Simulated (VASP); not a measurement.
# ZnSe (110) against 4 partners, part 2 of 3

Wanted: valence and conduction offsets of GaAs, ZnS, CdSe and CdS on ZnSe (110), and what a better gap does to them.

VASP 6.6.1, plane waves and PAW; the level of theory is named at each step.

So far. Step 3 (Bulk band edges, LDA): The run ends at a pressure of 0.00 GPa.

## (6) Relax the partner on the substrate's cell, LDA

One member in full, GaAs: held to the substrate's in-plane cell, its height is moved until the normal stress is near zero, five times at most.

This step took 4 runs, each at a new trial strain with the atoms of the one before; the last is shown.

Level: LDA; plane waves and PAW (Ga_d, As); cell typed or built by script.

System, named by how it was started: GaAs. It takes space group Imm2 (No. 44, orthorhombic). Conventional cell: a = 3.940 Å, b = 3.980 Å, c = 5.571 Å, α = 90.00°, β = 90.00°, γ = 90.00°. Nearest to Ga lie 4 As at 2.42 Å. Nearest to As lie 4 Ga at 2.42 Å. Farther neighbours are not listed.

INCAR reads:

```
SYSTEM = GaAs
PREC = Accurate
ENCUT = 420
EDIFF = 1E-07
NELM = 120
ISMEAR = 0
SIGMA = 0.02
LREAL = .FALSE.
ALGO = Normal
GGA = CA
NBANDS = 24
LASPH = .TRUE.
LORBIT = 11
LWAVE = .FALSE.
LCHARG = .FALSE.
KPAR = 4
IBRION = 1
NSW = 25
ISIF = 2
EDIFFG = -0.004
POTIM = 0.3
```

POSCAR reads:

```
GaAs
1.0
    3.9403321600      0.0000000000      0.0000000000
    0.0000000000      5.5713423700      0.0000000000
    0.0000000000      0.0000000000      3.9802366600
Ga As
2 2
Direct
    0.0000000000      0.9992693796      0.0000000000
    0.5000000000      0.4992693796      0.5000000000
    0.5000000000      0.2507306204      0.0000000000
    0.0000000000      0.7507306204      0.5000000000
```

KPOINTS reads:

```
Automatic mesh
0
Gamma
7 5 7
0 0 0
```

Potentials, in the order of the species: Ga_d and As (LDA family, release 64).

Run with:

```sh
$ mpirun -np 4 vasp_std
```

The log of the run:

```text
[banner, memory and clock lines left out]
running    4 mpi-ranks, on    1 nodes
[...]
LDA part: xc-table for (Slater(with rela. corr.)+CA(PZ))
 , standard interpolation
 POSCAR, INCAR and KPOINTS ok, starting setup
[...]
entering main loop
       N       E                     dE             d eps       ncg     rms          rms(c)
DAV:   1     0.213474970730E+03    0.21347E+03   -0.15810E+04  2384   0.190E+03
DAV:   2     0.279992971913E+01   -0.21068E+03   -0.20511E+03  2592   0.411E+02
DAV:   3    -0.191853481692E+02   -0.21985E+02   -0.21832E+02  2864   0.111E+02
DAV:   4    -0.197348637462E+02   -0.54952E+00   -0.54922E+00  2672   0.200E+01
[...]
DAV:  13    -0.192709981927E+02   -0.24681E-06   -0.36142E-06  2808   0.820E-03    0.596E-03
DAV:  14    -0.192709979014E+02    0.29131E-06   -0.96630E-07  2184   0.440E-03    0.642E-04
DAV:  15    -0.192709979067E+02   -0.53305E-08   -0.63834E-08  1552   0.145E-03
   1 F= -.19270998E+02 E0= -.19270998E+02  d E =-.192710E+02
 BRION: g(F)=  0.233E-06 g(S)=  0.000E+00
 reached required accuracy - stopping structural energy minimisation
```

Run time: 18 s. Hardware: 4 MPI ranks of AMD EPYC 7R43, shared host; peak memory 0.67 GiB; 70 s of CPU time.

OUTCAR, selected parts (step 6):

```text
  Total        0.6473192      0.4313758     -0.0047991      0.0000000      0.0000000      0.0000000
  in kB       11.8693651      7.9097868     -0.0879970      0.0000000      0.0000000      0.0000000
  external PRESSURE =       6.5637183 kB  Pullay stress =       0.0000000 kB

 POSITION                                       TOTAL-FORCE (eV/Angst)
 -----------------------------------------------------------------------------------
      0.00000      5.56727      0.00000        -0.000000     -0.001417     -0.000000
      1.97017      2.78160      1.99012        -0.000000     -0.001417     -0.000000
      1.97017      1.39691      0.00000         0.000000      0.001417      0.000000
      0.00000      4.18258      1.99012        -0.000000      0.001417      0.000000
 -----------------------------------------------------------------------------------
    total drift:                                0.000000     -0.000335     -0.000002

  FREE ENERGIE OF THE ION-ELECTRON SYSTEM (eV)
  ---------------------------------------------------
  free  energy   TOTEN  =       -19.2709979067 eV

  energy  without entropy=      -19.2709979067  energy(sigma->0) =      -19.27099791

[... 1 part as in an earlier step ...]

[... 3 further parts left out ...]
[key lines of the parts left out:]
E-fermi :   4.2946
```

Read from the output:

| Quantity | Value |
| --- | --- |
| energy(sigma→0) of the program | -19.2710 eV |
| stress, compression positive | xx, yy, zz 1.19, 0.79, -0.01 GPa |
| ionic steps | 1 |

## (7) Bulk band edges, LDA

A bulk run places the partner's levels against the mean potential at its cores.

Level: LDA; plane waves and PAW (Ga_d, As); cell typed or built by script.

INCAR reads:

```
SYSTEM = GaAs
PREC = Accurate
ENCUT = 420
EDIFF = 1E-06
NELM = 100
ISMEAR = 0
SIGMA = 0.02
LREAL = .FALSE.
ALGO = Normal
GGA = CA
NBANDS = 23
LASPH = .TRUE.
LWAVE = .FALSE.
LCHARG = .FALSE.
KPAR = 4
```

POSCAR is that of step 6.

KPOINTS is that of step 6.

KPOINTS_OPT reads:

```
Line mode
6
Line-mode
Reciprocal
  0.00000000  -0.35000000   0.00000000
  0.00000000  -0.05000000   0.00000000

  0.32500000   0.00000000   0.32500000
  0.49500000   0.00000000   0.49500000

  0.00000000   0.49500000   0.49500000
  0.49500000   0.49500000   0.00000000
```

Run with:

```sh
$ mpirun -np 4 vasp_std
```

The log of the run:

```text
[... set-up lines as in an earlier step ...]
 entering main loop
       N       E                     dE             d eps       ncg     rms          rms(c)
DAV:   1     0.211050419833E+03    0.21105E+03   -0.15903E+04  2263   0.196E+03
DAV:   2     0.233357694721E+01   -0.20872E+03   -0.20389E+03  2446   0.412E+02
DAV:   3    -0.191812330813E+02   -0.21515E+02   -0.21293E+02  2677   0.114E+02
DAV:   4    -0.197355590164E+02   -0.55433E+00   -0.55394E+00  2720   0.205E+01
[...]
DAV:  11    -0.192710005697E+02   -0.13416E-04   -0.69191E-05  3364   0.907E-02    0.985E-03
DAV:  12    -0.192709979431E+02    0.26265E-05   -0.17510E-05  2689   0.495E-02    0.728E-03
DAV:  13    -0.192709982429E+02   -0.29974E-06   -0.45084E-06  2251   0.903E-03
   1 F= -.19270998E+02 E0= -.19270998E+02  d E =-.617815E-26
 Start KPOINTS_OPT (optional k-point list driver)
k-point batch [1-18\18]
       N       E                     dE             ncg
DAV:   1     0.207451243120E+04   -0.12815E+05      836
DAV:   2    -0.162511228865E+04   -0.36996E+04      926
DAV:   3    -0.201558661220E+04   -0.39047E+03      982
DAV:   4    -0.202642951180E+04   -0.10843E+02     1011
DAV:   5    -0.202665869619E+04   -0.22918E+00     1041
DAV:   6    -0.202666789005E+04   -0.91939E-02     1171
DAV:   7    -0.202666807820E+04   -0.18816E-03     1079
DAV:   8    -0.202666808242E+04   -0.42188E-05      836
DAV:   9    -0.202666808259E+04   -0.16388E-06      729
```

The job ended after 19 s (4 MPI ranks; peak memory 0.8 GiB).

Parts of OUTCAR (step 7):

```text
  Total        0.6526366      0.4359001     -0.0007760      0.0000000      0.0000000      0.0000000
  in kB       11.9668658      7.9927450     -0.0142294      0.0000000      0.0000000      0.0000000
  external PRESSURE =       6.6484605 kB  Pullay stress =       0.0000000 kB

 POSITION                                       TOTAL-FORCE (eV/Angst)
 -----------------------------------------------------------------------------------
      0.00000      5.56727      0.00000        -0.000000     -0.001399      0.000000
      1.97017      2.78160      1.99012         0.000000     -0.001399      0.000000
      1.97017      1.39691      0.00000        -0.000000      0.001399     -0.000000
      0.00000      4.18258      1.99012        -0.000000      0.001399     -0.000000
 -----------------------------------------------------------------------------------
    total drift:                                0.000000     -0.000175     -0.000002

  FREE ENERGIE OF THE ION-ELECTRON SYSTEM (eV)
  ---------------------------------------------------
  free  energy   TOTEN  =       -19.2709982429 eV

  energy  without entropy=      -19.2709982429  energy(sigma->0) =      -19.27099824

[... 1 part as in an earlier step ...]

[... 2 further parts left out ...]
[key lines of the parts left out:]
E-fermi :   4.3015
```

Numbers from this step:

```
energy(sigma→0) of the program : -19.2710 eV
stress, compression positive   : xx, yy, zz 1.20, 0.80, 0.00 GPa
```

The run ends at a pressure of 0.66 GPa, with forces up to 0.0014 eV/Å.

## (8) Bulk band edges, HSE06

At this level only the shift of the partner's edges against the mean potential of the cell is used.

Level: HSE06; plane waves and PAW (Ga_d, As); cell typed or built by script.

Edit INCAR of step 7 so:

```diff
@@ -9,5 +9,9 @@
 ALGO = Normal
-GGA = CA
+LHFCALC = .TRUE.
+AEXX = 0.25
+GGA = PE
+HFSCREEN = 0.2
+LASPH = .TRUE.
 NBANDS = 23
-LASPH = .TRUE.
+PRECFOCK = Fast
 LWAVE = .FALSE.
```

POSCAR is that of step 7.

KPOINTS reads:

```
Automatic mesh
0
Gamma
4 3 4
0 0 0
```

KPOINTS_OPT is that of step 7.

Run with:

```sh
$ mpirun -np 4 vasp_std
```

The log of the run:

```text
[banner, memory and clock lines left out]
running    4 mpi-ranks, on    1 nodes
[...]
[... a notice as in an earlier step ...]

 LDA part: xc-table for (Slater+PW92), standard interpolation
 found WAVECAR, reading the header
 POSCAR, INCAR and KPOINTS ok, starting setup
[...]
reading WAVECAR
 the WAVECAR file was read successfully
 initial charge from wavefunction
 entering main loop
       N       E                     dE             d eps       ncg     rms          rms(c)
DAV:   1    -0.196700732213E+02   -0.19670E+02   -0.29146E+00  1210   0.279E+01    0.313E+00
DAV:   2    -0.196681736514E+02    0.18996E-02   -0.26642E-01  1074   0.589E+00    0.249E+00
DAV:   3    -0.196611486338E+02    0.70250E-02   -0.28377E-02  1200   0.219E+00    0.156E+00
DAV:   4    -0.196593810609E+02    0.17676E-02   -0.46286E-03  1089   0.703E-01    0.926E-01
[...]
DAV:   9    -0.196586586329E+02    0.46221E-05   -0.33197E-06   887   0.121E-02    0.518E-02
DAV:  10    -0.196586575677E+02    0.10652E-05   -0.11286E-06   729   0.736E-03    0.284E-02
DAV:  11    -0.196586574793E+02    0.88414E-07   -0.56574E-07   631   0.587E-03
   1 F= -.19658657E+02 E0= -.19658657E+02  d E =-.645404E-12
 Start KPOINTS_OPT (optional k-point list driver)
k-point batch [1-18\18]
       N       E                     dE             ncg
DAV:   1    -0.181257858832E+03   -0.12340E+05      828
DAV:   2    -0.479754410441E+04   -0.46163E+04      891
DAV:   3    -0.532594724077E+04   -0.52840E+03      947
DAV:   4    -0.535248414454E+04   -0.26537E+02     1017
[...]
DAV:   8    -0.535310211661E+04   -0.38779E-04      793
DAV:   9    -0.535310211890E+04   -0.22928E-05      711
DAV:  10    -0.535310211909E+04   -0.19096E-06      694
```

Run time: 9.1 min. Hardware: 4 MPI ranks; peak memory 1.2 GiB; 36 min of CPU time.

From OUTCAR (step 8):

```text
 POSITION                                       TOTAL-FORCE (eV/Angst)
 -----------------------------------------------------------------------------------
      0.00000      5.56727      0.00000         0.000000     -0.004531      0.000000
      1.97017      2.78160      1.99012         0.000000     -0.004531      0.000000
      1.97017      1.39691      0.00000         0.000000      0.004531      0.000000
      0.00000      4.18258      1.99012         0.000000      0.004531      0.000000
 -----------------------------------------------------------------------------------
    total drift:                                0.000018      0.000179      0.000006

  FREE ENERGIE OF THE ION-ELECTRON SYSTEM (eV)
  ---------------------------------------------------
  free  energy   TOTEN  =       -19.6586574793 eV

  energy  without entropy=      -19.6586574793  energy(sigma->0) =      -19.65865748

[... 1 part as in an earlier step ...]

[... 2 further parts left out ...]
[key lines of the parts left out:]
E-fermi :   4.1033
```

Numbers from this step:

```
energy(sigma→0) of the program : -19.6587 eV
```

## (9) Bulk band edges, HSE06 with spin-orbit coupling

At this level only the shift of the partner's edges against the mean potential of the cell is used.

Level: HSE06, spin-orbit coupling; plane waves and PAW (Ga_d, As); cell typed or built by script.

Edit INCAR of step 8 so:

```diff
@@ -14,3 +14,7 @@
 LASPH = .TRUE.
-NBANDS = 23
+LNONCOLLINEAR = .TRUE.
+MAGMOM = 0 0 0 0 0 0 0 0 0 0 0 0
+NBANDS = 46
+GGA_COMPAT = .FALSE.
+LSORBIT = .TRUE.
 PRECFOCK = Fast
```

POSCAR is that of step 8.

KPOINTS is that of step 8.

KPOINTS_OPT is that of step 8.

Run with:

```sh
$ mpirun -np 4 vasp_ncl
```

The log of the run:

```text
[... set-up lines as in an earlier step ...]
 entering main loop
       N       E                     dE             d eps       ncg     rms          rms(c)
DAV:   1    -0.196860146865E+02   -0.19686E+02   -0.27090E+00  3572   0.280E+01    0.163E+00
DAV:   2    -0.196999981363E+02   -0.13983E-01   -0.45481E-01  3352   0.683E+00    0.268E+00
DAV:   3    -0.196955357488E+02    0.44624E-02   -0.42734E-02  3442   0.232E+00    0.212E+00
DAV:   4    -0.196936252917E+02    0.19105E-02   -0.47376E-03  2946   0.743E-01    0.130E+00
[...]
DAV:   9    -0.196927571686E+02    0.60078E-05   -0.37150E-06  2468   0.130E-02    0.787E-02
DAV:  10    -0.196927557070E+02    0.14616E-05   -0.13966E-06  2468   0.846E-03    0.432E-02
DAV:  11    -0.196927555461E+02    0.16091E-06   -0.48620E-07  1950   0.682E-03
   1 F= -.19692756E+02 E0= -.19692756E+02  d E =-.496528E-14  mag=     0.0000     0.0000    -0.0000
 Start KPOINTS_OPT (optional k-point list driver)
k-point batch [1-18\18]
       N       E                     dE             ncg
DAV:   1     0.123543927954E+04   -0.10457E+05     1816
DAV:   2    -0.427092953495E+04   -0.55064E+04     1790
DAV:   3    -0.517362292001E+04   -0.90269E+03     1834
DAV:   4    -0.524964999645E+04   -0.76027E+02     1982
[...]
DAV:   8    -0.525291087368E+04   -0.14703E-03     1968
DAV:   9    -0.525291088081E+04   -0.71253E-05     1342
DAV:  10    -0.525291088127E+04   -0.46107E-06     1262
```

Elapsed: 74 min, on 4 MPI ranks; peak memory 2.8 GiB.

Parts of OUTCAR (step 9):

```text
 POSITION                                       TOTAL-FORCE (eV/Angst)
 -----------------------------------------------------------------------------------
      0.00000      5.56727      0.00000        -0.000000     -0.004550      0.000000
      1.97017      2.78160      1.99012        -0.000000     -0.004550      0.000000
      1.97017      1.39691      0.00000        -0.000000      0.004550     -0.000000
      0.00000      4.18258      1.99012         0.000000      0.004550      0.000000
 -----------------------------------------------------------------------------------
    total drift:                                0.000001      0.000132     -0.000001

  FREE ENERGIE OF THE ION-ELECTRON SYSTEM (eV)
  ---------------------------------------------------
  free  energy   TOTEN  =       -19.6927555461 eV

  energy  without entropy=      -19.6927555461  energy(sigma->0) =      -19.69275555

[... 1 part as in an earlier step ...]

[... 2 further parts left out ...]
[key lines of the parts left out:]
E-fermi :   4.2308
```

Numbers from this step:

```
energy(sigma→0) of the program : -19.6928 eV
```

## (10) Relax the interface, LDA

Superlattice of 12 atoms of ZnSe and 12 of GaAs on the ZnSe lattice. Atoms relax, and the height is moved while the normal stress exceeds 0.4 GPa, three times at most, by secant steps.

Level: LDA; plane waves and PAW (Zn, Se, Ga_d, As).

System, named by how it was started: ZnSe/GaAs (110). The cell holds 24 atoms: 6 Zn, 6 Se, 6 Ga and 6 As. Cell: a = 3.940 Å, b = 5.571 Å, c = 23.804 Å, α = 90.0°, β = 90.0°, γ = 90.0°. It derives from ZnSe. Superlattice of 12 atoms of ZnSe and 12 of GaAs on the ZnSe lattice. The structure's axis is c.

INCAR reads:

```
SYSTEM = ZnGaAsSe
PREC = Normal
ENCUT = 420
EDIFF = 1E-05
NELM = 120
ISMEAR = 0
SIGMA = 0.05
LREAL = Auto
ALGO = Fast
GGA = CA
NBANDS = 133
LASPH = .TRUE.
LORBIT = 11
LWAVE = .FALSE.
LCHARG = .FALSE.
KPAR = 2
NCORE = 2
IBRION = 2
NSW = 60
ISIF = 2
EDIFFG = -0.03
POTIM = 0.4
MAXMIX = 40
ISYM = 2
```

POSCAR reads:

```
ZnGaAsSe
1.0
    3.9403321600      0.0000000000      0.0000000000
    0.0000000000      5.5713423700      0.0000000000
    0.0000000000      0.0000000000     23.8039999840
Zn Se Ga As
6 6 6 6
Direct
    0.0000000000      0.0000000000      0.0000000000
    0.5000000000      0.5000000000      0.0827661770
    0.0000000000      0.0000000000      0.1655323540
    0.5000000000      0.5000000000      0.2482985310
    0.0000000000      0.0000000000      0.3310647090
    0.5000000000      0.5000000000      0.4138308860
    0.5000000000      0.2500000000      0.0000000000
    0.0000000000      0.7500000000      0.0827661770
    0.5000000000      0.2500000000      0.1655323540
    0.0000000000      0.7500000000      0.2482985310
    0.5000000000      0.2500000000      0.3310647090
    0.0000000000      0.7500000000      0.4138308860
    0.0000000000      0.9992693800      0.4979045280
    0.5000000000      0.4992693800      0.5815088940
    0.0000000000      0.9992693800      0.6651132600
    0.5000000000      0.4992693800      0.7487176260
    0.0000000000      0.9992693800      0.8323219920
    0.5000000000      0.4992693800      0.9159263580
    0.5000000000      0.2507306200      0.4979045280
    0.0000000000      0.7507306200      0.5815088940
    0.5000000000      0.2507306200      0.6651132600
    0.0000000000      0.7507306200      0.7487176260
    0.5000000000      0.2507306200      0.8323219920
    0.0000000000      0.7507306200      0.9159263580
```

KPOINTS reads:

```
Automatic mesh
0
Gamma
6 4 1
0 0 0
```

The projector-augmented-wave data sets are Zn, Se, Ga_d and As (LDA family, release 64).

Run with:

```sh
$ mpirun -np 4 vasp_std
```

The log of the run:

```text
[banner, memory and clock lines left out]
running    4 mpi-ranks, on    1 nodes
[...]
LDA part: xc-table for (Slater(with rela. corr.)+CA(PZ))
 , standard interpolation
 POSCAR, INCAR and KPOINTS ok, starting setup
[...]
entering main loop
       N       E                     dE             d eps       ncg     rms          rms(c)
DAV:   1     0.219197598798E+04    0.21920E+04   -0.78853E+04  3221   0.188E+03
DAV:   2     0.397770749828E+03   -0.17942E+04   -0.17215E+04  3192   0.543E+02
DAV:   3    -0.574706734287E+02   -0.45524E+03   -0.43001E+03  3832   0.205E+02
DAV:   4    -0.102428267880E+03   -0.44958E+02   -0.44106E+02  3648   0.624E+01
[...]
RMM:  13    -0.101732167339E+03   -0.17659E-04   -0.35725E-04  3812   0.459E-02    0.234E-02
RMM:  14    -0.101732177390E+03   -0.10051E-04   -0.12104E-04  2476   0.248E-02    0.170E-02
RMM:  15    -0.101732179249E+03   -0.18587E-05   -0.42683E-05  2144   0.158E-02
   1 F= -.10173218E+03 E0= -.10173218E+03  d E =-.101732E+03
[... from here on, the cycles between the ionic steps are left out ...]
   2 F= -.10177757E+03 E0= -.10177757E+03  d E =-.453942E-01
   4 F= -.10179382E+03 E0= -.10179382E+03  d E =-.642997E-02
   7 F= -.10179920E+03 E0= -.10179920E+03  d E =-.244399E-02
  10 F= -.10180238E+03 E0= -.10180238E+03  d E =-.562472E-02
  13 F= -.10180679E+03 E0= -.10180679E+03  d E =-.440593E-02
  16 F= -.10180717E+03 E0= -.10180717E+03  d E =-.478531E-02
  19 F= -.10181439E+03 E0= -.10181439E+03  d E =-.235059E-02
  22 F= -.10181696E+03 E0= -.10181696E+03  d E =-.198564E-02
  25 F= -.10181827E+03 E0= -.10181827E+03  d E =-.329934E-02
  28 F= -.10182075E+03 E0= -.10182075E+03  d E =-.247680E-02
  31 F= -.10182102E+03 E0= -.10182102E+03  d E =-.274598E-02
  34 F= -.10182180E+03 E0= -.10182180E+03  d E =-.784810E-03
  35 F= -.10182195E+03 E0= -.10182195E+03  d E =-.935316E-03
  36 F= -.10182244E+03 E0= -.10182244E+03  d E =-.485832E-03
 trial-energy change:   -0.000486  1 .order   -0.000425   -0.000543   -0.000307
 step:   2.4830(harm=  4.0519)  dis= 0.00280  next Energy=  -101.822507 (dE=-0.553E-03)
 reached required accuracy - stopping structural energy minimisation
```

Elapsed: 22 min, on 4 MPI ranks; peak memory 1.2 GiB; 88 min of CPU time.

From OUTCAR (step 10):

```text
  Total        2.0113778      1.1507353     -0.0208685      0.0000000      0.0000000      0.0000000
  in kB        6.1668248      3.5281205     -0.0639823      0.0000000      0.0000000      0.0000000
  external PRESSURE =       3.2103210 kB  Pullay stress =       0.0000000 kB

 POSITION                                       TOTAL-FORCE (eV/Angst)
 -----------------------------------------------------------------------------------
      0.00000      0.00461     23.74178         0.000000     -0.000393      0.009349
      1.97017      2.86229      1.95897         0.000000     -0.001473      0.000258
      0.00000      0.05793      3.95161         0.000000      0.013602     -0.005292
      1.97017      2.84360      5.89922         0.000000      0.013602      0.005292
      0.00000      0.07662      7.89186         0.000000     -0.001473     -0.000258
      1.97017      2.79028      9.91305         0.000000     -0.000393     -0.009349
      1.97017      1.43513     23.79939         0.000000     -0.000415     -0.002332
      0.00000      4.25139      1.97102         0.000000      0.002545      0.006391
      1.97017      1.45414      3.92474         0.000000      0.012558      0.013953
      0.00000      4.23981      5.92609         0.000000      0.012558     -0.013953
      1.97017      1.46572      7.87981         0.000000      0.002545     -0.006391
      0.00000      4.22080      9.85544         0.000000     -0.000415      0.002332
      0.00000      0.00028     11.91234         0.000000     -0.005686      0.000748
      1.97017      2.70513     13.84372         0.000000     -0.007255     -0.001325
[...]
-----------------------------------------------------------------------------------
    total drift:                               -0.000000      0.053212      0.003108

  FREE ENERGIE OF THE ION-ELECTRON SYSTEM (eV)
  ---------------------------------------------------
  free  energy   TOTEN  =      -101.8224397255 eV

  energy  without entropy=     -101.8224397255  energy(sigma->0) =     -101.82243973

[... 1 part as in an earlier step ...]

[... 3 further parts left out ...]
[key lines of the parts left out:]
E-fermi :   3.6205
```

Read from the output:

| Item | Value |
| --- | --- |
| energy(sigma→0) of the program | -101.8224 eV |
| stress, compression positive | xx, yy, zz 0.62, 0.35, -0.01 GPa |
| ionic steps | 36 |

[end of part 2 of 3]

[Lines on the potential files, build, host, timing and source positions are cut from VASP's logs without a mark.]

[Logs are printed without paths, hosts, clocks, repeated set-up lines and the standing remarks that a program may print on its own settings, such as how far it seeks lower states.]

[Hosts, paths, dates, database ids (printed as entryN), source tags and the programs' standing remarks are cut or masked in the printed files.]

[In band tables of VASP the shares of atoms and orbitals are scaled to a sum of 1 inside the atoms' spheres.]
